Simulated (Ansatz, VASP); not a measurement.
**One calculation of Bi, two programs**

INCAR

```
ALGO = Normal ; EDIFF = 1E-7
ENCUT = 520 ; GGA = PS
ISIF = 2 ; ISMEAR = -1
LASPH = True ; LCHARG = False
LREAL = False ; LWAVE = False
NBANDS = 14 ; NELM = 60
PREC = Accurate ; SIGMA = 0.05
```

Contents of KPOINTS:

```
k-points
0
Gamma
  9 9 9
```

The input POSCAR:

```
Bi
1.0
   -1.9814305318      1.9814305318      1.9814305318
    1.9814305318     -1.9814305318      1.9814305318
    1.9814305318      1.9814305318     -1.9814305318
Bi
1
Direct
    0.0000000000      0.0000000000      0.0000000000
```

File input.yaml:

```yaml
crystal:
  lattice:
    - [-1.9814305318, 1.9814305318, 1.9814305318]
    - [1.9814305318, -1.9814305318, 1.9814305318]
    - [1.9814305318, 1.9814305318, -1.9814305318]
  atoms:
    - { symbol: Bi, position: [0.0, 0.0, 0.0] }
hamiltonian:
  xc: pbesol
  pseudopotentials: { kind: paw }
kpoints:
  mp_grid: { grid: [9, 9, 9] }
scf:
  occupations: { method: fermi_dirac, width: 0.05 }
output:
  forces: true
  stress: true
  eigenvalues: true
```

This isn't the form of Bi at room conditions, which is rhombohedral.

Alike in both runs: task single point; functional PBEsol; k mesh 9 × 9 × 9; occupations fermi-dirac, width 0.05 eV; no spin polarisation.

```csv
,VASP,Ansatz
version,VASP 6.6.1,Ansatz 0.2.0
potentials or method,"VASP PAW PBE potentials, release 64 (Bi_d)",Ansatz PAW
plane-wave cutoff (eV),520,420
valence electrons in the cell,15,15
```

|  | VASP | Ansatz | Ansatz less VASP |
| --- | --- | --- | --- |
| gap on the k mesh at the Fermi level (eV) | none | none | - |
| pressure (GPa) | -2.0 | -2.0 | +0.07 |

A gap of «none» marks a metal or a gap that the smearing closes. The functional is the same, so the differences come from potentials, cutoffs and numerics.

Caveats: spin-orbit coupling is left out, which moves the levels of the heavy elements; the PAW data sets were made with another functional, which shifts forces and pressure a little (VASP); the PAW data sets come from PBE, with cores solved anew for the run's functional, which leaves a small shift of forces and pressure (Ansatz).
